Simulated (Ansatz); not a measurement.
## What a change of settings does: Cu (hcp type)

First run: DFT, PBE, PAW with Ansatz's default frozen-core files, scalar-relativistic (Ansatz 0.2.0).

Command: `ansatz run input.yaml --threads 2 --pin off --max-ram 4096MiB --backend cpu --events-out ev --progress --plain --runs-dir out` It took 6.5 s on 2 threads of AMD EPYC 9R45 96-Core Processor (Zen 5), on a shared host, peak memory 0.47 GiB.

```yaml
crystal:
  lattice:
    - [2.5730649657, 0.0, 0.0]
    - [-1.2865324828, 2.2283396258, 0.0]
    - [0.0, 0.0, 4.1683652444]
  atoms:
    - { symbol: Cu, position: [0.3333333333, 0.6666666667, 0.25] }
    - { symbol: Cu, position: [0.6666666667, 0.3333333333, 0.75] }
kpoints:
  mp_grid: { grid: [19, 19, 11] }
scf:
  occupations: { method: fermi_dirac, width: 0.08 }
hamiltonian:
  xc: pbe
  pseudopotentials: { kind: paw }
output:
  forces: true
  stress: true
  write_density: true
  write_potential: true
  elf: true
  volumetric_format: npy
relax:
  f_tol: 0.005
  max_steps: 40
  cell: {}
```

The start is a guessed cell of a prototype that needn't be stable.

This run: bulk cell relaxed.

It converges in 39 SCF iterations over all geometries at a pressure of 0.00 GPa, ending at 11.97 Å³/atom, cutoff 420 eV.

The input is then changed:

```diff
 kpoints:
-  mp_grid: { grid: [19, 19, 11] }
+  mp_grid: { grid: [19, 19, 11], shift: [0.5, 0.5, 0.5] }
 scf:
   stress: true
-  write_density: true
-  write_potential: true
-  elf: true
-  volumetric_format: npy
 relax:
```

Predict the outcome of the changed run.

It converges in 38 SCF iterations over all geometries at a pressure of 0.00 GPa, ending at 11.97 Å³/atom, cutoff 420 eV, free energy 0.0 meV/atom against the first run's.
